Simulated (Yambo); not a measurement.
## GaP: optical spectrum with PBE

GaP:

```
Ga P
1.0
     0.00000    2.72525    2.72525
     2.72525    0.00000    2.72525
     2.72525    2.72525    0.00000
Ga P
1 1
Direct
  0.00000 0.00000 0.00000
  0.75000 0.75000 0.75000
```

```json
{
 "Program": "Yambo 5.3.0",
 "Task": "optical spectrum",
 "Functional": "PBE",
 "Potentials or basis": "PseudoDojo 0.5 SR PBE standard",
 "Cutoff": "1088 eV",
 "Density cutoff": "4354 eV",
 "k mesh": "4 × 4 × 4",
 "Occupations": "fixed",
 "Spin": "no spin polarisation",
 "k mesh of the self-consistent run": "8 × 8 × 8",
 "Direction of the field or of q to 0": "x",
 "Broadening": "0.1 eV",
 "Kernel": "Hartree (RPA with local fields)",
 "Top of the energy range": "20 eV",
 "Energy points": "200",
 "Correction of the levels": "none",
 "Bands in the response": "34",
 "Cutoff of the response matrix": "3 Ry"
}
```

* Band gap on the k mesh, mean-field level: 1.66 eV, indirect (least direct gap 1.82 eV)
* Electronic dielectric constant along the field: 18.02
* Electronic dielectric constant along the field, independent particles: 19.43

Dielectric function (along the field direction of the input):
| energy (eV) | real part | imaginary part |
| --- | --- | --- |
| 0.30 | 18.20 | 0.54 |
| 1.31 | 22.95 | 1.49 |
| 2.31 | 26.43 | 4.66 |
| 3.32 | -1.59 | 5.68 |
| 4.42 | 28.41 | 48.25 |
| 5.43 | -1.45 | 23.90 |
| 6.43 | -8.47 | 1.48 |
| 7.54 | -3.66 | 0.77 |
| 8.54 | -3.05 | 2.82 |
| 9.55 | 0.86 | 2.49 |
| 10.65 | -3.68 | 0.87 |
| 11.66 | -1.87 | 0.59 |
| 12.66 | -0.55 | 0.63 |
| 13.77 | -0.17 | 0.80 |
| 14.77 | -0.58 | 0.23 |
| 15.78 | -0.28 | 0.14 |
| 16.88 | 0.15 | 0.36 |
| 17.89 | 0.21 | 0.36 |
| 18.89 | 0.18 | 0.17 |
| 20.00 | 0.39 | 0.29 |

It took 28 s on 1 thread of AMD EPYC 9R45 96-Core Processor (Zen 5), with other jobs on the host.

Caveat: the k mesh is coarse (spacing up to 0.50 Å⁻¹), so the values aren't converged; spectra need much finer meshes, so this one isn't converged; these spectra lack excitons. A k mesh can miss the band edges.
